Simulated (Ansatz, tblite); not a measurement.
TePb: GFN2-xTB, run from Python

These are simulated results from tblite 0.8.0, not measurements. The cell was built from a prototype and was relaxed with r2SCAN in plane waves (Ansatz 0.2.0). Not every such cell is a known phase. All runs are without spin polarisation.

Space group P6_3/mmc (No. 194), hexagonal; a = 4.544 Å, c = 7.926 Å in the conventional setting, 35.43 Å³ an atom. Pb is surrounded by 6 Te at 3.29 Å; Te is surrounded by 6 Pb at 3.29 Å.

tblite solves periodic systems at the zone centre alone, so the script builds a cluster of 3×3×1 conventional cells (36 atoms), which folds in a coarse mesh of k points.

run.py reads:

```python
import json
from ase import Atoms
from ase.build import make_supercell
from ase.units import Bohr, GPa, Hartree
from tblite.interface import Calculator

atoms = Atoms(['Pb', 'Pb', 'Te', 'Te'],
              cell=[[4.543952, 0.0, -0.0], [-2.271976, 3.935177, 0.0], [-0.0, -0.0, 7.925764]],
              scaled_positions=[[-0.0, 0.0, -0.0], [0.0, 0.0, 0.5], [0.333333, 0.666667, 0.25], [0.666667, 0.333333, 0.75]],
              pbc=True)
cluster = make_supercell(atoms, [[3, 0, 0], [0, 3, 0], [0, 0, 1]])
calc = Calculator('GFN2-xTB', cluster.numbers, cluster.positions / Bohr, lattice=cluster.cell[:] / Bohr, periodic=cluster.pbc)
calc.set('temperature', 0.02 / Hartree)
calc.set('max-iter', 150)
res = calc.singlepoint()
levels = res.get('orbital-energies') * Hartree
nv = round(res.get('orbital-occupations').sum() / 2)
cells = len(cluster) // len(atoms)
out = {'energy_per_cell': res.get('energy') * Hartree / cells, 'homo': levels[nv - 1], 'lumo': levels[nv],
       'stress': (-res.get('virial') * Hartree / cluster.get_volume() / GPa).tolist(), 'charges': res.get('charges')[:len(atoms)].tolist(), 'electrons': 2 * nv / cells}
json.dump(out, open('results.json', 'w'))
for key, value in out.items():
    print(key, value)
```

Command: `python run.py`. It took 2 s on 1 thread of Arm Neoverse V1 (shared host), peak memory 0.096 GiB.

Output:

```
------------------------------------------------------------
  cycle        total energy    energy error   density error
------------------------------------------------------------
      1     -96.99126218122  -9.7080169E+01   2.5737568E-01
      2     -75.17123027508   2.1820032E+01   6.4535908E-01
      3     -98.20116052902  -2.3029930E+01   1.8597951E-01
      4     -98.36690922316  -1.6574869E-01   1.6836570E-01
      5     -98.98684550634  -6.1993628E-01   8.5524400E-02
      6     -99.10851695893  -1.2167145E-01   5.5203737E-02
      7     -99.14509569041  -3.6578731E-02   2.7713228E-02
      8     -99.16154405513  -1.6448365E-02   8.4701887E-03
      9     -99.16379818379  -2.2541287E-03   1.5787827E-03
     10     -99.16385445003  -5.6266244E-05   7.1371347E-04
     11     -99.16386823814  -1.3788108E-05   7.8259487E-05
     12     -99.16386833851  -1.0036933E-07   2.6744547E-05
     13     -99.16386832554   1.2966467E-08   2.5107793E-05
     14     -99.16386834257  -1.7026920E-08   7.8999870E-06
------------------------------------------------------------

 total:                                   1.335 sec
energy_per_cell -299.82070012657704
homo -7.706898724826919
lumo -6.441038086166378
stress [[-2.5603187369250566, -1.6671884243819313e-05, -9.39215801081451e-08], [-1.66718842438654e-05, -2.5603296516536345, -1.220909711955555e-07], [-9.392158021063168e-08, -1.2209097122485022e-07, -5.176575309984435]]
charges [0.15839971853543666, 0.15840037235994808, -0.15839457961664635, -0.15838169932231677]
electrons 20.0
```

The cycle table is in hartree for the whole cluster, and the lines after it are in eV (the energy for one cell). The printed stress is in GPa and positive in compression, and the pressure is its mean diagonal.

GFN2-xTB gives a gap of 1.27 eV. On the same cell, plane-wave PBE (Ansatz, 6×6×4 k points and the special points) gives a gap of 0.06 eV and r2SCAN a gap of 0.38 eV; on shared hosts these took about 9.1 and 20 core-seconds on the 4-atom cell, against 2 for the script. Spin-orbit coupling, left out in all these runs, can cut or reorder the gap by tenths of an eV, up to about 1 eV with Pb or Bi. xTB was fitted to molecules, so gaps, charges and pressures of solids can be far off, and the gap also depends on the size of the cluster.

The same script was run on cells scaled at fixed shape and fractional coordinates:

| volume (Å³/atom) | energy (meV/atom) | pressure (GPa, positive in compression) | gap (eV) |
| --- | --- | --- | --- |
| 31.18 | -8.1 | 3.68 | 1.21 |
| 33.30 | -27.7 | -0.55 | 1.40 |
| 35.43 | 0.0 | -3.43 | 1.27 |
| 37.56 | 53.9 | -5.44 | 1.06 |
| 39.68 | 140.3 | -7.27 | 0.90 |

The pressure crosses zero near 33.0 Å³/atom, but the curve is too rough for a fit.

xTB was fitted mostly to molecules, and a small cluster samples few k points, so gaps, pressures and kinks along a curve can be far from a solid's.

Spin-orbit coupling is left out; in compounds of Pb, Bi, Tl or Hg it can lower a gap by up to about 1 eV, split its edges or invert the bands.
